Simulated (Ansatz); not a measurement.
# SrCl2: the cost of one run

Computed with Ansatz 0.2.0 (DFT LDA, scalar-relativistic, unless a step's input says otherwise).

## Step 1: The starting structure

It takes space group Fm-3m (No. 225, cubic). The conventional cell has a = 6.971 Å, b = 6.971 Å, c = 6.971 Å, α = 90.00°, β = 90.00°, γ = 90.00°. Sr (site symmetry m-3m) is surrounded by 8 Cl at 3.02 Å. Around Cl (site symmetry -43m) lie 4 Sr at 3.02 Å.

Coordinates:

```xyz
3
Lattice="0.0000 3.4855 3.4855 3.4855 0.0000 3.4855 3.4855 3.4855 0.0000" Properties=species:S:1:pos:R:3 pbc="T T T"
Sr    0.0000    0.0000    0.0000
Cl    1.7427    1.7428    1.7428
Cl    5.2282    5.2283    5.2283
```

Atoms are numbered in the order of the input: Sr1, Cl2, Cl3.

## Step 2: After the deformation

Space group Fm-3m before, R-3m after.

## Step 3: LAPW, all electrons

Contents of input.yaml:

```yaml
crystal:
  lattice:
    - [-0.034855, 3.4680725, 3.4680725]
    - [3.4680725, -0.034855, 3.4680725]
    - [3.4680725, 3.4680725, -0.034855]
  atoms:
    - { symbol: Sr, position: [0.0, 0.0, 0.0] }
    - { symbol: Cl, position: [0.25, 0.25, 0.25] }
    - { symbol: Cl, position: [0.75, 0.75, 0.75] }
kpoints:
  mp_grid: { grid: [8, 8, 8] }
  band_path:
    path:
      - [0.0, 0.0, 0.0]
      - [0.5, 0.5, 0.5]
      - [0.2525443832, 0.5, 0.7474556168]
      - [-0.2525443832, 0.2525443832, 0.5]
      - [0.0, 0.0, 0.5]
      - [0.0, 0.0, 0.0]
      - [-0.3762721916, 0.0, 0.3762721916]
      - [0.0, 0.3762721916, 0.6237278084]
      - [0.0, 0.5, 0.5]
    npoints: 5
scf:
  occupations: { method: fermi_dirac, width: 0.01 }
hamiltonian:
  xc: lda
  pseudopotentials: { kind: all_electron, lapw: { basis_error: 0.001 } }
output:
  forces: true
  stress: true
  eigenvalues: true
```

The run is started by

```sh
ansatz run input.yaml --threads 1 --pin off --max-ram 4096MiB --backend cpu --events-out ev --progress --plain --runs-dir out
```

What time and memory should one allow on 1 thread of Arm Neoverse V1, shared host?

About 30 s, with a peak of 0.4 GiB.
